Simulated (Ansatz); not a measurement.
# Be2H3I (built on the sites of a database entry of Sr2H3I): following an unstable mode, part 2 of 3

Which phase does Be2H3I (built on the sites of a database entry of Sr2H3I) fall into along its unstable mode, and how much energy does it gain?

Ansatz 0.2.0; DFT PBEsol, scalar-relativistic, plane waves, PAW.

So far, highest frequency on the path or at a solved wavevector (cm⁻¹): step 2 (response at finite wavevector) 1602. Also lowest frequency on the path (cm⁻¹): step 2 -1040.

The structure was built from a prototype and need not be the compound's stable phase.

### 5. Energy along the mode, all amplitudes (two of the runs are shown above)

An imaginary frequency means negative curvature, so the energy should fall and then rise again as anharmonic terms take over.

This step gave:

- depth at the lowest point sampled: 155.2 meV/atom
- largest atomic shift at that point: 0.6 Å

Energy from the parent against largest atomic shift:

```tsv
largest atomic shift (Å)	energy from the parent (meV/atom)
0.000	0
0.040	-1.26
0.080	-5
0.140	-14.9
0.220	-35.1
0.320	-67.8
0.450	-114
0.600	-155
```

Displacement at unit largest shift by atom:

```tsv
atom	x (Å)	y (Å)	z (Å)	size
Be1	-0.017	0.138	0.000	0.139
Be2	-0.017	0.138	0.000	0.139
H3	0.125	-0.992	0.000	1.000
H4	0.089	-0.710	0.000	0.716
H5	0.089	-0.710	0.000	0.716
I6	0.000	0.000	0.000	0.000
```

The lowest of the steps tried is the last one, at 0.6 Å, 155 meV/atom below the parent; the bottom of the well need not coincide with a step.

### 6. Relaxation from the frozen mode

Starting from the lowest point found, all atoms and the cell are let go, so that strain and other modes of the same symmetry can join in.

input.yaml

```yaml
crystal:
  lattice:
    - [3.4536400321, 3.372e-06, 0.0]
    - [-1.7268229363, 2.9909383173, 0.0]
    - [0.0, 0.0, 5.6431505783]
  atoms:
    - { symbol: Be, position: [0.6775018249, 0.3610551709, 0.6240659027] }
    - { symbol: Be, position: [0.3441684916, 0.6943885043, 0.3759340973] }
    - { symbol: H, position: [-0.0777919579, -0.1990313359, 0.5] }
    - { symbol: H, position: [0.6109922335, 0.1908898583, 0.3657961977] }
    - { symbol: H, position: [0.2776589001, 0.5242231917, 0.6342038023] }
    - { symbol: I, position: [-3.65859e-05, -9.36052e-05, 0.0] }
kpoints:
  mp_grid: { grid: [12, 12, 6] }
hamiltonian:
  xc: pbesol
scf:
  occupations: { method: methfessel_paxton, width: 0.15 }
output:
  forces: true
  stress: true
  eigenvalues: true
relax:
  adjacent_minimum: "off"
  f_tol: 0.002
  max_steps: 120
  cell: { stress_tol: 0.03 }
```

The run is started by

```console
ansatz run input.yaml --threads 4 --pin off --max-ram 7168MiB --backend cpu --events-out ev --progress --plain --runs-dir out
```

Numbers of over 12 decimals in the logs are rounded to 6 here.

Log:

```text
[...]
Crystal: 6 atoms, lattice volume = 58.292 Å³
Basis set: ecut = 420 eV, 1123 PW (Γ), exchange–correlation on 48×48×80 points (8 copies of the dense FFT grid, shifted against one another)
Bands: 18, of which v1, the nominal top of the filled ones, is band 12 counted from 1 (11 counted from 0)
Symmetry: 1 space group operations
[...]
k-points: 436 of 864 (time reversal used)
[...]
SCF iter   1: F=—  HF=-7657.878285 eV  |F-HF|=—  |Δ(HF+E_count)|=         —  Δρ=4.14e-3  dr2=2.16e-2  ethr=1.77e-3  ⟨swp⟩=7.1  Hψ=45999  notcnv=0
[...]
SCF iter   7: F=-7657.871168 eV  HF=-7657.871168 eV  |F-HF|=1.61e-8  |Δ(HF+E_count)|=   6.50e-8  S|Δr|=    0.00e0  Δρ=5.14e-6  dr2=2.36e-8  ethr=4.17e-10  ⟨swp⟩=9.8  Hψ=37933  notcnv=0
SCF 1 converged in 7 iterations: F = -7657.871168 eV  dr2 = 2.36e-8
[...]
relax step   1: F+E_penalty+E_count = -7657.87116797 eV  Δ(F+E_penalty+E_count) = +0.000e0 eV  max|allowed force component| = 9.038e-1 eV/Å  Δτ_max = 0.0000 Å  P = +2.781 GPa  Ω = 58.292 Å³  (7 SCF iters, dr2 threshold 1.00e-7 eV, accepted)
Crystal: 6 atoms, lattice volume = 61.515 Å³
Basis set: ecut = 420 eV, 1183 PW (Γ), exchange–correlation on 48×48×80 points (8 copies of the dense FFT grid, shifted against one another)
[...]
SCF iter   6: F=-7658.387985 eV  HF=-7658.387985 eV  |F-HF|=2.06e-7  |Δ(HF+E_count)|=   1.67e-6  S|Δr|=    0.00e0  Δρ=1.75e-5  dr2=3.55e-7  ethr=2.50e-9  ⟨swp⟩=4.8  Hψ=42363  notcnv=0
SCF 2 converged in 6 iterations: F = -7658.387985 eV  dr2 = 3.55e-7
relax step   2: F+E_penalty+E_count = -7658.38798459 eV  Δ(F+E_penalty+E_count) = -5.168e-1 eV  max|allowed force component| = 7.931e-1 eV/Å  Δτ_max = 0.0969 Å  P = +0.765 GPa  Ω = 61.515 Å³  energy of the carried Pulay correction = -2.176e-3 eV  (6 SCF iters, dr2 threshold 6.00e-7 eV, accepted)
Crystal: 6 atoms, lattice volume = 63.395 Å³
Basis set: ecut = 420 eV, 1231 PW (Γ), exchange–correlation on 48×48×80 points (8 copies of the dense FFT grid, shifted against one another)
[...]
SCF iter   6: F=-7659.026277 eV  HF=-7659.026277 eV  |F-HF|=3.06e-9  |Δ(HF+E_count)|=   1.11e-8  S|Δr|=    0.00e0  Δρ=6.28e-6  dr2=2.62e-8  ethr=2.50e-9  ⟨swp⟩=6.1  Hψ=36574  notcnv=0
SCF 3 converged in 6 iterations: F = -7659.026277 eV  dr2 = 2.62e-8
relax step   3: F+E_penalty+E_count = -7659.02627657 eV  Δ(F+E_penalty+E_count) = -6.383e-1 eV  max|allowed force component| = 6.645e-1 eV/Å  Δτ_max = 0.1592 Å  P = +2.582 GPa  Ω = 63.395 Å³  energy of the carried Pulay correction = -3.392e-3 eV  (6 SCF iters, dr2 threshold 6.00e-7 eV, accepted)
[... from here on, the SCF cycles and remarks between the steps are left out ...]
relax step   4: F+E_penalty+E_count = -7659.44490444 eV  Δ(F+E_penalty+E_count) = -4.186e-1 eV  max|allowed force component| = 5.097e-1 eV/Å  Δτ_max = 0.1921 Å  P = +3.625 GPa  Ω = 65.505 Å³  energy of the carried Pulay correction = -4.713e-3 eV  (6 SCF iters, dr2 threshold 6.00e-7 eV, accepted)
relax step   5: F+E_penalty+E_count = -7659.75117087 eV  Δ(F+E_penalty+E_count) = -3.063e-1 eV  max|allowed force component| = 3.751e-1 eV/Å  Δτ_max = 0.1906 Å  P = +2.907 GPa  Ω = 69.597 Å³  energy of the carried Pulay correction = -7.152e-3 eV  (6 SCF iters, dr2 threshold 6.00e-7 eV, accepted)
relax step   6: F+E_penalty+E_count = -7659.97892893 eV  Δ(F+E_penalty+E_count) = -2.278e-1 eV  max|allowed force component| = 2.466e-1 eV/Å  Δτ_max = 0.1475 Å  P = +0.748 GPa  Ω = 73.798 Å³  energy of the carried Pulay correction = -9.500e-3 eV  (6 SCF iters, dr2 threshold 6.00e-7 eV, accepted)
relax step   7: F+E_penalty+E_count = -7660.13593899 eV  Δ(F+E_penalty+E_count) = -1.570e-1 eV  max|allowed force component| = 1.989e-1 eV/Å  Δτ_max = 0.1148 Å  P = +1.246 GPa  Ω = 74.498 Å³  energy of the carried Pulay correction = -9.878e-3 eV  (6 SCF iters, dr2 threshold 6.00e-7 eV, accepted)
relax step   8: F+E_penalty+E_count = -7660.22819580 eV  Δ(F+E_penalty+E_count) = -9.226e-2 eV  max|allowed force component| = 2.130e-1 eV/Å  Δτ_max = 0.0699 Å  P = +0.612 GPa  Ω = 76.273 Å³  energy of the carried Pulay correction = -1.082e-2 eV  (6 SCF iters, dr2 threshold 6.00e-7 eV, accepted)
relax step   9: F+E_penalty+E_count = -7660.31581460 eV  Δ(F+E_penalty+E_count) = -8.762e-2 eV  max|allowed force component| = 1.594e-1 eV/Å  Δτ_max = 0.2000 Å  P = -0.075 GPa  Ω = 77.299 Å³  energy of the carried Pulay correction = -1.135e-2 eV  (6 SCF iters, dr2 threshold 6.00e-7 eV, accepted)
relax step  10: F+E_penalty+E_count = -7660.42029755 eV  Δ(F+E_penalty+E_count) = -1.045e-1 eV  max|allowed force component| = 2.004e-1 eV/Å  Δτ_max = 0.1946 Å  P = -0.473 GPa  Ω = 76.181 Å³  energy of the carried Pulay correction = -1.077e-2 eV  (6 SCF iters, dr2 threshold 6.00e-7 eV, accepted)
relax step  11: F+E_penalty+E_count = -7660.50943362 eV  Δ(F+E_penalty+E_count) = -8.914e-2 eV  max|allowed force component| = 3.695e-1 eV/Å  Δτ_max = 0.1951 Å  P = +0.001 GPa  Ω = 73.471 Å³  energy of the carried Pulay correction = -9.323e-3 eV  (6 SCF iters, dr2 threshold 6.00e-7 eV, accepted)
relax step  12: F+E_penalty+E_count = -7660.58314838 eV  Δ(F+E_penalty+E_count) = -7.371e-2 eV  max|allowed force component| = 2.758e-1 eV/Å  Δτ_max = 0.2000 Å  P = -0.271 GPa  Ω = 72.027 Å³  energy of the carried Pulay correction = -8.528e-3 eV  (6 SCF iters, dr2 threshold 6.00e-7 eV, accepted)
relax step  13: F+E_penalty+E_count = -7660.59449885 eV  Δ(F+E_penalty+E_count) = -1.135e-2 eV  max|allowed force component| = 1.431e-1 eV/Å  Δτ_max = 0.0980 Å  P = +0.487 GPa  Ω = 70.667 Å³  energy of the carried Pulay correction = -7.764e-3 eV  (6 SCF iters, dr2 threshold 6.00e-7 eV, accepted)
relax step  14: F+E_penalty+E_count = -7660.59595686 eV  Δ(F+E_penalty+E_count) = -1.458e-3 eV  max|allowed force component| = 1.846e-1 eV/Å  Δτ_max = 0.0732 Å  P = +0.032 GPa  Ω = 70.722 Å³  energy of the carried Pulay correction = -7.795e-3 eV  (5 SCF iters, dr2 threshold 6.00e-7 eV, accepted)
relax step  15: F+E_penalty+E_count = -7660.60234077 eV  Δ(F+E_penalty+E_count) = -6.384e-3 eV  max|allowed force component| = 1.391e-2 eV/Å  Δτ_max = 0.0399 Å  P = +0.141 GPa  Ω = 70.775 Å³  energy of the carried Pulay correction = -7.825e-3 eV  (5 SCF iters, dr2 threshold 6.00e-7 eV, accepted)
relax step  16: F+E_penalty+E_count = -7660.60174824 eV  Δ(F+E_penalty+E_count) = +5.925e-4 eV  max|allowed force component| = 3.977e-2 eV/Å  Δτ_max = 0.0515 Å  P = +0.040 GPa  Ω = 71.045 Å³  energy of the carried Pulay correction = -7.978e-3 eV  (5 SCF iters, dr2 threshold 3.15e-7 eV, rejected (line search))
relax step  17: F+E_penalty+E_count = -7660.60265725 eV  Δ(F+E_penalty+E_count) = -3.165e-4 eV  max|allowed force component| = 3.282e-3 eV/Å  Δτ_max = 0.0159 Å  P = +0.000 GPa  Ω = 71.075 Å³  energy of the carried Pulay correction = -7.995e-3 eV  (8 SCF iters, accepted)
relax step  18: F+E_penalty+E_count = -7660.60267234 eV  Δ(F+E_penalty+E_count) = -1.509e-5 eV  max|allowed force component| = 1.699e-3 eV/Å  Δτ_max = 0.0011 Å  P = +0.001 GPa  Ω = 71.061 Å³  energy of the carried Pulay correction = -7.987e-3 eV  (5 SCF iters, dr2 threshold 6.73e-10 eV, accepted)
relax step  19: F+E_penalty+E_count = -7660.70579781 eV  Δ(F+E_penalty+E_count) = -1.031e-1 eV  max|allowed force component| = 6.333e-3 eV/Å  Δτ_max = 0.0000 Å  P = +1.668 GPa  Ω = 71.061 Å³  stress off target by 3.46e0 GPa  SCF on the basis re-selected at this cell (its energy is not comparable with the rows above)  (8 SCF iters)
relax step  20: F+E_penalty+E_count = -7660.73296610 eV  Δ(F+E_penalty+E_count) = -2.717e-2 eV  max|allowed force component| = 2.152e-2 eV/Å  Δτ_max = 0.0320 Å  P = +0.821 GPa  Ω = 73.413 Å³  energy of the carried Pulay correction = -1.468e-3 eV  (6 SCF iters, dr2 threshold 6.00e-7 eV, accepted)
relax step  21: F+E_penalty+E_count = -7660.75017966 eV  Δ(F+E_penalty+E_count) = -1.721e-2 eV  max|allowed force component| = 2.753e-2 eV/Å  Δτ_max = 0.0438 Å  P = +0.298 GPa  Ω = 75.290 Å³  energy of the carried Pulay correction = -2.779e-3 eV  (6 SCF iters, dr2 threshold 6.00e-7 eV, accepted)
relax step  22: F+E_penalty+E_count = -7660.75096743 eV  Δ(F+E_penalty+E_count) = -7.878e-4 eV  max|allowed force component| = 6.933e-3 eV/Å  Δτ_max = 0.0190 Å  P = -0.032 GPa  Ω = 76.132 Å³  energy of the carried Pulay correction = -3.410e-3 eV  (5 SCF iters, dr2 threshold 6.00e-7 eV, accepted)
relax step  23: F+E_penalty+E_count = -7660.75105715 eV  Δ(F+E_penalty+E_count) = -8.972e-5 eV  max|allowed force component| = 4.203e-3 eV/Å  Δτ_max = 0.0025 Å  P = +0.006 GPa  Ω = 76.053 Å³  energy of the carried Pulay correction = -3.349e-3 eV  (5 SCF iters, dr2 threshold 1.06e-8 eV, accepted)
relax step  24: F+E_penalty+E_count = -7660.75106604 eV  Δ(F+E_penalty+E_count) = -8.888e-6 eV  max|allowed force component| = 6.329e-4 eV/Å  Δτ_max = 0.0009 Å  P = +0.001 GPa  Ω = 76.046 Å³  energy of the carried Pulay correction = -3.343e-3 eV  (5 SCF iters, dr2 threshold 1.10e-9 eV, accepted)
Basis set: ecut = 420 eV, 1487 PW (Γ), exchange–correlation on 60×60×80 points (8 copies of the dense FFT grid, shifted against one another)
[...]
SCF iter   7: F=-7660.754809 eV  HF=-7660.754809 eV  |F-HF|=1.12e-10  |Δ(HF+E_count)|=  8.73e-11  S|Δr|=    0.00e0  Δρ=2.14e-7  dr2=1.19e-11  ethr=1.00e-12  ⟨swp⟩=5.5  Hψ=44306  notcnv=0
SCF 25 converged in 7 iterations: F = -7660.754809 eV  dr2 = 1.19e-11
relax step  25: F+E_penalty+E_count = -7660.75480899 eV  Δ(F+E_penalty+E_count) = -3.743e-3 eV  max|allowed force component| = 6.206e-4 eV/Å  Δτ_max = 0.0000 Å  P = -0.001 GPa  Ω = 76.046 Å³  stress off target by 2.86e-2 GPa  SCF on the basis re-selected at this cell (its energy is not comparable with the rows above)  (7 SCF iters)
[...]
SCF converged after 7 iterations
[...]
Free energy (F): -7660.754809 eV
[...]
Internal energy: -7660.754809 eV  (E = F + TS)
E sigma→0 (E₀):  -7660.754809 eV
Fermi energy:    5.222004 eV
[...]
--- Forces (eV/Å), atoms counted from 1 ---
  atom   1  Be     0.00058791     0.00000315     0.00030714
  atom   2  Be     0.00042671     0.00062055     0.00017393
  atom   3  H     -0.00042899    -0.00018414    -0.00018880
  atom   4  H     -0.00043056    -0.00012112    -0.00030470
  atom   5  H      0.00013535     0.00019639    -0.00023974
  atom   6  I     -0.00029045    -0.00051490     0.00025368
  max |Σ_I F_I| component: 1.52e-6 eV/Å
--- Stress (GPa, compression-positive) ---
        0.011605      -0.002445      -0.024700
       -0.002435      -0.005815      -0.006075
       -0.024698      -0.006077      -0.007582
  P = ⅓ Tr σ = -0.0006 GPa (-0.006 kbar)
--- Band table (eV; the first three rows and the last of 436) ---
  k-point 0: bands = [... 8 lower, 1.1325, 1.5729, 3.0108, 3.3629, 7.5738, 8.8005, 9.4375, 9.4931, ... 2 higher]
  k-point 1: bands = [... 8 lower, 1.1425, 1.5893, 3.0046, 3.3963, 7.7559, 8.6297, 9.2024, 9.6806, ... 2 higher]
  k-point 2: bands = [... 8 lower, 1.2088, 1.8737, 2.9907, 3.4790, 7.8070, 8.2038, 8.5702, 9.9471, ... 2 higher]
  k-point 435: bands = [... 8 lower, 0.3505, 0.7662, 2.3716, 2.4489, 7.6431, 9.1989, 9.3427, 10.6459, ... 2 higher]
--- Relaxed structure (23 steps of the walk, 22 accepted, 2 SCFs on fresh bases) ---
  F+E_penalty+E_count = -7660.75480899 eV   max|allowed force component| = 6.206e-4 eV/Å   (the final SCF, on the basis selected at the relaxed cell)
  cell:  # Å, volume = 76.0457 Å³
    - [4.088156, -0.078654, -0.762337]
    - [-2.112201, 3.584028, 0.072817]
    - [-1.245637, -0.581782, 5.536788]
  atoms:
    - { symbol: Be, position: [0.669562, 0.518014, 0.581012] }
    - { symbol: Be, position: [0.230618, 0.795120, 0.419032] }
    - { symbol: H, position: [-0.157165, -0.283802, 0.405269] }
    - { symbol: H, position: [0.604323, 0.144030, 0.594595] }
    - { symbol: H, position: [0.273667, 0.480210, 0.500189] }
    - { symbol: I, position: [0.211487, -0.082141, -9.66716270742185e-5] }
```

Run time: 5.9 min. Hardware: 4 threads of Arm Neoverse V1, shared host; peak memory 0.99 GiB.

Relaxation path (22 of 25):

```tsv
step	energy less that of the first step (eV)	largest force component (eV/Å)	pressure (GPa)	volume (Å³)
1	0.0000	0.9038	2.78	58.29
2	-0.5168	0.7931	0.77	61.52
3	-1.1551	0.6645	2.58	63.39
4	-1.5737	0.5097	3.62	65.51
6	-2.1078	0.2466	0.75	73.80
7	-2.2648	0.1989	1.25	74.50
8	-2.3570	0.2130	0.61	76.27
9	-2.4446	0.1594	-0.08	77.30
10	-2.5491	0.2004	-0.47	76.18
11	-2.6383	0.3695	0.00	73.47
12	-2.7120	0.2758	-0.27	72.03
14	-2.7248	0.1846	0.03	70.72
15	-2.7312	0.0139	0.14	70.77
16	-2.7306	0.0398	0.04	71.05
17	-2.7315	0.0033	0.00	71.07
18	-2.7315	0.0017	0.00	71.06
19*	-2.8346	0.0063	1.67	71.06
20	-2.8618	0.0215	0.82	73.41
22	-2.8798	0.0069	-0.03	76.13
23	-2.8799	0.0042	0.01	76.05
24	-2.8799	0.0006	0.00	76.05
25*	-2.8836	0.0006	0.00	76.05
```

Relaxation steps marked * repeat the geometry before them on a plane-wave basis chosen anew for their cell, so energy and pressure can jump there. Other such steps can lie between the rows shown. Relaxation step 16 was tried and not accepted.

```tsv
cell as run	before	after	change
a (Å)	3.454	4.159	+20.4 %
b (Å)	3.454	4.161	+20.5 %
c (Å)	5.643	5.705	+1.1 %
α (°)	90.00	87.71	-2.5 %
β (°)	90.00	112.99	+25.5 %
γ (°)	120.00	121.23	+1.0 %
volume (Å³/atom)	9.72	12.67	+30.5 %
```

The atoms that moved most (Å, as changes of fractional coordinates times the final cell):

```tsv
atom	dx	dy	dz	length
H4	-0.213	-0.301	1.268	1.321
I6	1.038	-0.311	-0.168	1.097
Be2	-0.731	0.345	0.333	0.874
H5	0.244	-0.079	-0.742	0.785
Be1	-0.310	0.588	-0.221	0.701
H3	-0.027	-0.242	-0.470	0.530
```

Final coordinates:

```xyz
6
Lattice="4.0882 -0.0787 -0.7623 -2.1122 3.5840 0.0728 -1.2456 -0.5818 5.5368" Properties=species:S:1:pos:R:3 pbc="T T T"
Be    0.9194    1.4659    2.7442
Be   -1.2586    2.5878    2.2022
H    -0.5479   -1.2406    2.3430
H     1.4257    0.1228    2.8419
H    -0.5186    1.4086    2.5958
I     1.0382   -0.3110   -0.1677
```

This step gave:

- pressure: -5.97e-4 GPa
- gap on the k-mesh: 3.340 eV
- volume per atom: 12.67 Å³

The distorted start has space group P1; the relaxation ends in C2.

### 7. The new phase in its own primitive cell

The relaxed structure is symmetrised, reduced to its primitive cell and relaxed tightly, as its phonons need.

input.yaml

```yaml
crystal:
  lattice:
    - [3.6248154455, -2.0412914625, 0.0]
    - [3.6248154455, 2.0412914625, 0.0]
    - [-2.2147605333, 0.0, 5.1387072884]
  atoms:
    - { symbol: Be, position: [0.7948260841, 0.4819860709, 0.4188917502] }
    - { symbol: Be, position: [0.5180139291, 0.2051739159, 0.5811082498] }
    - { symbol: H, position: [0.1438405821, 0.2838015083, 0.5946339481] }
    - { symbol: H, position: [0.7161984917, 0.8561594179, 0.4053660519] }
    - { symbol: H, position: [0.4799815794, 0.5200184206, 0.5] }
    - { symbol: I, position: [0.917859164, 0.082140836, 0.0] }
kpoints:
  mp_grid: { grid: [6, 6, 4] }
hamiltonian:
  xc: pbesol
scf:
  occupations: { method: fixed }
output:
  forces: true
  stress: true
  eigenvalues: true
relax:
  adjacent_minimum: "off"
  f_tol: 0.001
  max_steps: 60
  cell: { stress_tol: 0.01 }
```

Log:

```text
[...]
Crystal: 6 atoms, lattice volume = 76.046 Å³
Basis set: ecut = 420 eV, 1487 PW (Γ), exchange–correlation on 60×60×80 points (8 copies of the dense FFT grid, shifted against one another)
Bands: 18, of which v1, the nominal top of the filled ones, is band 12 counted from 1 (11 counted from 0)
Symmetry: 2 space group operations
[...]
k-points: 47 of 144 (time reversal used)
[...]
- [3.626576, -2.041388, 0.00166584]
    - [3.626576, 2.041388, 0.00166584]
    - [-2.213474, -5.43629535445056e-19, 5.136259]
  atoms:
    - { symbol: Be, position: [0.795035, 0.482093, 0.419052] }
    - { symbol: Be, position: [0.517907, 0.204965, 0.580948] }
    - { symbol: H, position: [0.143971, 0.284207, 0.594835] }
    - { symbol: H, position: [0.715793, 0.856029, 0.405165] }
    - { symbol: H, position: [0.480118, 0.519882, 0.5] }
    - { symbol: I, position: [0.917896, 0.082104, 0] }
[key lines of the parts left out:]
SCF converged after 5 iterations
Free energy (F): -7660.754802 eV
Fermi energy:    3.550406 eV
P = ⅓ Tr σ = 0.0009 GPa (0.009 kbar)
```

Run time: 9.3 s. Hardware: 4 threads; peak memory 0.44 GiB.

Little changed from the start: no atom moved by 0.005 Å and no cell edge by 0.1 %.

This step gave:

```
pressure           : 9.21e-4 GPa
gap on the k-mesh  : 3.344 eV
volume per atom    : 12.68 Å³
direct gap on mesh : 3.516 eV
```

The largest force component left is 0.84 meV/Å and the pressure is 0.001 GPa, within the tolerances set. The cell now holds 12.68 Å³/atom.

[end of part 2 of 3]

[Logs are printed without paths, hosts, clocks, repeated set-up lines and the standing remarks that a program may print on its own settings, such as how far it seeks lower states.]

[Hosts, paths, dates, database ids (printed as entryN), source tags and the programs' standing remarks are cut or masked in the printed files.]
